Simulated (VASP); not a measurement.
A run of VASP 6.6.1:

The input INCAR:

```
SYSTEM = SnO2
ALGO = Fast
EDIFF = 1E-6
ENCUT = 520
GGA = PE
ISIF = 2
ISMEAR = -1
LASPH = .True.
LCHARG = .False.
LREAL = .False.
LWAVE = .False.
NBANDS = 35
NELM = 100
PREC = Accurate
SIGMA = 0.0123
```

File KPOINTS:

```
k-points
0
Gamma
  6 6 8
  0 0 0
```

Contents of POSCAR:

```
SnO2
1.0
    4.7398960200      0.0000000000      0.0000000000
    0.0000000000      4.7398960200      0.0000000000
    0.0000000000      0.0000000000      3.1901440900
Sn O
2 4
Direct
    0.0000000000      0.0000000000      0.0000000000
    0.5000000000      0.5000000000      0.5000000000
    0.3053000000      0.3053000000      0.0000000000
    0.1947000000      0.8053000000      0.5000000000
    0.6947000000      0.6947000000      0.0000000000
    0.8053000000      0.1947000000      0.5000000000
```

Potentials or basis: VASP PAW PBE potentials, release 64 (Sn_d, O).

Command:

```console
$ cat potpaw_PBE.64/Sn_d/POTCAR potpaw_PBE.64/O/POTCAR > POTCAR
$ mpirun -np 1 vasp_std > vasp.out
```

Hardware: 1 thread of Intel(R) Xeon(R) Platinum 8559C (Emerald Rapids) (shared host).

Task: How long does it take, and how much memory?

Result: It took 63 s on 1 thread of Intel(R) Xeon(R) Platinum 8559C (Emerald Rapids), with other jobs on the host, peak memory 0.23 GiB. Counts: scf iterations 16, k points 50.
